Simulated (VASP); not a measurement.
Runs of VASP 6.6.1 on ZnAu. The structure is cubic, space group Pm-3m (No. 221). Conventional cell: a = 3.147 Å, b = 3.147 Å, c = 3.147 Å, α = 90.00°, β = 90.00°, γ = 90.00°. Around Zn (site symmetry m-3m) lie 8 Au at 2.73 Å. Au (site symmetry m-3m) is surrounded by 8 Zn at 2.73 Å. 

```tsv
task	cell	smearing	gap on the mesh (eV)	pressure (GPa)
single point	atom 2 (Au) moved by [0.069282, 0.069282, 0.069282] A	fermi-dirac 0.05 eV	none	5.8
single point	as given	gaussian 0.2 eV	none	5.0
single point	as given	gaussian 0.05 eV	none	4.9
electric field gradients	x and y stretched by +1 %, z held, crystal datasets	fermi-dirac 0.05 eV	none	(a)
```

Alike in all rows: level PBE; potentials or basis VASP PAW PBE potentials, release 64 (Zn, Au); no spin polarisation; k mesh 13 × 13 × 13; cutoff (eV) 520.

**Question.** Estimate the missing entries.

**Answer.** (a) 2.3.

A k mesh can miss the band edges, and the runs leave out spin-orbit coupling on Au.

A gap of «none» marks a metal or a gap under the smearing width.
